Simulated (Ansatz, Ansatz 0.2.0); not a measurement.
# Rutile SnO2 cell and oxygen position: r2SCAN compared with r2SCAN+rVV10, PBE and LDA

## Starting point

The reference values are the tetragonal lattice constants $a$ and $c$ of undoped SnO2 and the free oxygen coordinate $u$ at the 4f site $(u,u,0)$. They are literature diffraction values, quoted in "Experimental TDPAC and Theoretical DFT Study of Structural, Electronic, and Hyperfine Properties in ($^{111}$In-->) $^{111}$Cd-Doped SnO$_2$ Semiconductor: Ab Initio Modeling of the Electron-Capture-Decay After-Effects Phenomenon" (2018, arXiv:1804.02786), where they serve as input to a study of doped material. The measurement temperature is not given with the values; I take it to be room temperature. A second value of the coordinate, 0.3064(4), is quoted beside 0.3056. The two differ by 0.0008, several times the uncertainty attached to the first, so I treat the coordinate as known to about one unit in the third decimal.

| compared with | measured | source's wording or label | method |
| --- | --- | --- | --- |
| x of O, site f | 0.3056 ± 0.0001 | 0.3056 ± 0.0001 | diffraction (literature) |
| a (Å) | 4.7374 ± 0.0001 | 4.7374 ± 0.0001 A | diffraction (literature) |
| c (Å) | 3.1864 ± 0.0001 | 3.1864 ± 0.0001 A | diffraction (literature) |

Conditions are those given with the value in the passage it was taken from; "not stated" means there, and the paper may say more elsewhere.

## Choices

I want the relaxed cell and oxygen position of cassiterite, a non-magnetic, ordered, wide-gap oxide, from the six-atom primitive cell. Success means $a$ and $c$ each within 0.5 % and $u$ within 10 %. The limit on the lengths is set to separate a good functional from the usual PBE overestimate of roughly 1 % in oxides. It also leaves room for thermal and zero-point expansion, roughly 0.1 to 0.3 % in a stiff oxide, which a static calculation omits. The limit on $u$ is coarse and only confirms that the rutile geometry is kept; the real comparison there is the absolute difference set against the scatter of the two refinements.

I go straight to r2SCAN. PBE is cheaper but should make the cell too large, and LDA usually errs the other way. The k mesh is tested at the r2SCAN level itself, and a neighbouring functional then gives the scale of the result.

The diffraction structure I start from has practically the reference cell, but its $u$ of 0.3071 lies above both quoted values. Since cell and atoms are all relaxed, this should not matter for the result.

System: SnO2 (tin dioxide), rutile; P4_2/mnm (No. 136), 6 atoms in the primitive cell; the database structure is a diffraction structure: a = 4.738 Å, c = 3.187 Å; structure from the Crystallography Open Database.

## 1. r2SCAN on two k meshes

A wide-gap insulator should need few k points, so I expect the coarser and the denser mesh to agree far inside the 0.5 % limit. The denser one carries the verdict.

**Run 1.** Ansatz 0.2.0: r2SCAN, cell and atoms relaxed from the database structure, PAW set soft_2, cutoff 500 eV (default), 4x4x4 k mesh, Gaussian smearing 0.02 eV.

Key lines of the input:
```
crystal:
  # lattice and atoms
kpoints:
  mp_grid: { grid: [4, 4, 4] }
hamiltonian:
  xc: r2scan
scf:
  occupations: { method: gaussian, width: 0.02 }
output:
  stress: true
relax:
  adjacent_minimum: "off"
  max_steps: 60
  cell: { stress_tol: 0.03 }
```

Command:
```
ansatz run input.yaml --threads 8 --pin off --max-ram 16384MiB --backend cpu --events-out ev --progress --plain --runs-dir out
```

Selected lines of the output:
```
    - [4.758460218275951, 0.0, 0.0]
    - [0.0, 0.0, 3.202031799445569]
```

Converged; 5.1 s on 8 cores of Arm Neoverse V2, shared host.

**Run 2.** Ansatz 0.2.0: r2SCAN, cell and atoms relaxed from the database structure, PAW set soft_2, cutoff 500 eV (default), 6x6x8 k mesh, Gaussian smearing 0.02 eV.

Key lines of the input, as changed from run 1:
```diff
  kpoints:
-   mp_grid: { grid: [4, 4, 4] }
+   mp_grid: { grid: [6, 6, 8] }
```

Selected lines of the output:
```
    - [4.759942547273929, 0.0, 0.0]
    - [0.0, 0.0, 3.2008135318362148]
    - { symbol: O, position: [0.3059109372333242, 0.3059109372333242, 0.0] }
```

Converged; 10 s of wall time.

| quantity | run 1 | run 2 | measured |
| --- | --- | --- | --- |
| x of O, site f | 0.3059 | 0.3059 | 0.3056 ± 0.0001 |
| a (Å) | 4.7585 | 4.7599 | 4.7374 ± 0.0001 |
| c (Å) | 3.2020 | 3.2008 | 3.1864 ± 0.0001 |

The two meshes differ by 0.0015 Å in $a$ and 0.0012 Å in $c$, with opposite signs, and $u$ stays put. That is small against the 0.5 % limit, as I had expected, but not against what is left of it. On the denser mesh $a$ is 0.0225 Å too long and $c$ 0.0144 Å, which is 0.48 % and 0.45 %. Both are narrow passes, with a margin no larger than about the mesh shift and too thin to rank levels on. Thermal and zero-point expansion would lengthen the static cell further, so it works against r2SCAN here.

The oxygen coordinate is in better shape: 0.3059 lies between the two quoted refinements.

## 2. Dispersion, and PBE and LDA for scale

The cell is slightly too large in both directions, so the physically motivated neighbour is r2SCAN+rVV10: the added dispersion attraction should shorten both axes a little, and I want to know whether by enough to matter. I set PBE and LDA beside it on the same dense mesh to test my reason for skipping them. I expect PBE to be clearly too long and LDA to lie closer to experiment or below it. None of these runs tests the plane-wave cutoff or the PAW set of the r2SCAN result.

**Run 3.** Ansatz 0.2.0: r2SCAN+rVV10, cell and atoms relaxed from the database structure, PAW set soft_2, cutoff 500 eV (default), 6x6x8 k mesh, Gaussian smearing 0.02 eV.

Key lines of the input, as changed from run 2:
```diff
  hamiltonian:
+   dispersion: rvv10
```

Converged; 11 s of wall time.

**Run 4.** Ansatz 0.2.0: PBE, cell and atoms relaxed from the database structure, PAW set soft_2, cutoff 420 eV (default), 6x6x8 k mesh, Gaussian smearing 0.02 eV.

Key lines of the input, as changed from run 2:
```diff
  hamiltonian:
-   xc: r2scan
+   xc: pbe
```

Command:
```
ansatz run input.yaml --threads 4 --pin off --max-ram 16384MiB --backend cpu --events-out ev --progress --plain --runs-dir out
```

Converged; 17 s on 4 cores of Arm Neoverse V1, shared host.

**Run 5.** Ansatz 0.2.0: LDA, cell and atoms relaxed from the database structure, PAW set soft_2, cutoff 420 eV (default), 6x6x8 k mesh, Gaussian smearing 0.02 eV.

Key lines of the input, as changed from run 2:
```diff
  hamiltonian:
-   xc: r2scan
+   xc: lda
```

Converged; 11 s of wall time.

| quantity | run 3 | run 4 | run 5 | measured |
| --- | --- | --- | --- | --- |
| x of O, site f | 0.3058 | 0.3066 | 0.3061 | 0.3056 ± 0.0001 |
| a (Å) | 4.7453 | 4.8275 | 4.7223 | 4.7374 ± 0.0001 |
| c (Å) | 3.1985 | 3.2381 | 3.1905 | 3.1864 ± 0.0001 |

Adding rVV10 shortens $a$ by 0.0147 Å but $c$ by only 0.0023 Å. I had expected both axes to shrink a little; nearly all of the change is in the basal plane. The excess over the measured cell falls to 0.17 % in $a$ and 0.38 % in $c$, so both lengths pass.

PBE misses clearly, 1.9 % too long in $a$ and 1.6 % in $c$, well beyond the error of roughly 1 % I had allowed for it. Skipping it as the main level was right.

The case against LDA does not hold up. Its $a$ is 0.32 % short and its $c$ 0.13 % long, both inside the limit, so at this target it would have served as well as the r2SCAN levels. PBE and LDA ran at a cutoff of 420 eV against 500 eV for the other two, so the levels are not compared at one cutoff.

The coordinate hardly discriminates. It runs from 0.3058 with rVV10 to 0.3066 with PBE, a spread equal to the difference between the two quoted refinements.

## Table of results

| run | settings | x of O, site f | a (Å) | c (Å) | cost |
| --- | --- | --- | --- | --- | --- |
| 1 | r2SCAN, cutoff 500 eV, 4x4x4 mesh | 0.3059 | 4.7585 | 3.2020 | under 1 core-min |
| 2 | r2SCAN, cutoff 500 eV | 0.3059 | 4.7599 | 3.2008 | 83 core-s |
| 3 | r2SCAN+rVV10, cutoff 500 eV | 0.3058 | 4.7453 | 3.1985 | 91 core-s |
| 4 | PBE, cutoff 420 eV (default), 6x6x8 k mesh | 0.3066 | 4.8275 | 3.2381 | 70 core-s |
| 5 | LDA, cutoff 420 eV (default), 6x6x8 k mesh | 0.3061 | 4.7223 | 3.1905 | under 1 core-min |
|  | measured | 0.3056 ± 0.0001 | 4.7374 ± 0.0001 | 3.1864 ± 0.0001 |  |

## Judgement

r2SCAN, the level I committed to, meets the target, but only narrowly in the lengths. On the denser mesh $a$ is 0.48 % and $c$ 0.45 % too long against a limit of 0.5 %, at a cost of 83 core-seconds. The coordinate, 0.3059, lies between the two quoted refinements and far inside its coarse limit.

The pass compares a static cell with one I take to be at room temperature. The 0.1 to 0.3 % I allowed for thermal and zero-point expansion would carry both r2SCAN lengths past the limit. With rVV10 $a$ would stay inside, while $c$ would end at the limit or beyond it. LDA would keep both lengths inside, so the cheaper functional I had skipped does at least as well for this cell.

The axial ratio gives a different picture. r2SCAN reproduces the measured $c/a$ almost exactly, so its error is a nearly uniform expansion. rVV10 brings both lengths closer but makes the ratio worse, because it acts mainly on $a$. LDA has $a$ too short and $c$ slightly too long, so its small volume error is partly a cancellation between the axes.

The mesh test was worth making: its shift in $a$ is about as large as the margin left there. The PBE run confirmed that PBE is too long for this target, by more than I had allowed.

What remains open is how much of the r2SCAN excess belongs to the functional. I tested neither the cutoff nor the PAW set, and either could move a margin this thin. The large PBE error is no sign of a fault in the PAW set, since PBE is known to overestimate the SnO2 cell by about this much. A repeat of the r2SCAN run at a higher cutoff and with harder PAW data would be the next step.

[Logs are printed without paths, hosts, clocks, repeated set-up lines and the standing remarks that a program may print on its own settings, such as how far it seeks lower states.]

[The runs shown are a pick from a larger set of finished runs; failed, doubtful and other runs were left out of it ahead of writing. So were measured values far from every level or from commonly accepted values, and agreement can look better than it is. Lines of input and output are excerpts and may be shortened.]
